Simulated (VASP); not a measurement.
Here is a VASP 6.6.1 calculation.

Contents of INCAR:

```
SYSTEM = ZnS
PREC     = Accurate       ! precision mode
ENCUT    = 520            ! plane-wave cutoff, eV
EDIFF    = 1E-6           ! SCF threshold, eV
ISMEAR   = 0              ! smearing method
SIGMA    = 0.028999999999999998 ! smearing width, eV
LREAL    = .False.        ! projectors in reciprocal space
LASPH    = .True.         ! aspherical terms in the spheres
NELM     = 60             ! most SCF steps
ALGO     = Normal         ! electronic algorithm
ISIF     = 2              ! what is computed and relaxed
LWAVE    = .False.        ! write WAVECAR
LCHARG   = .False.        ! write CHGCAR
GGA      = PE             ! functional
NBANDS   = 26             ! bands
```

The input KPOINTS:

```
regular mesh
0
Gamma
  8 8 5
  0 0 0
```

File POSCAR:

```
ZnS
1.0
    3.8110000000      0.0000000000      0.0000000000
   -1.9055000000      3.3004228138      0.0000000000
    0.0000000000      0.0000000000      6.2340000000
Zn S
2 2
Direct
    0.6666666667      0.3333333333      0.5000000000
    0.3333333333      0.6666666667      0.0000000000
    0.6666666667      0.3333333333      0.8850000000
    0.3333333333      0.6666666667      0.3850000000
```

Potentials or basis: VASP PAW PBE potentials, release 64 (Zn, S).

Run with:

```console
$ cat potpaw_PBE.64/Zn/POTCAR potpaw_PBE.64/S/POTCAR > POTCAR
$ mpirun -np 1 vasp_std > vasp.out
```

Task: Estimate the largest force.

Result: 0.323 eV/Å.

Task: Estimate the pressure.

Result: 2.5 GPa.

Task: What does it give for the band gap on the k mesh?

Result: 2.25 eV, direct.

Stress tensor (GPa, compression positive):
```
3.18 0.00 0.00
0.00 3.18 0.00
0.00 0.00 1.12
```

**Measured values to compare with.**

A printed reference work, monograph reports, for a bulk crystal of ZnS at 4 K: band gap 3.911 eV (direct).

A measured gap of ZnS is 3.911 eV (direct; 4 K; a printed reference work, monograph); the calculated 2.25 eV misses it by -1.66 eV. The value is that of PBE, without temperature or zero-point motion. Semilocal functionals fall short of measured gaps as a rule.
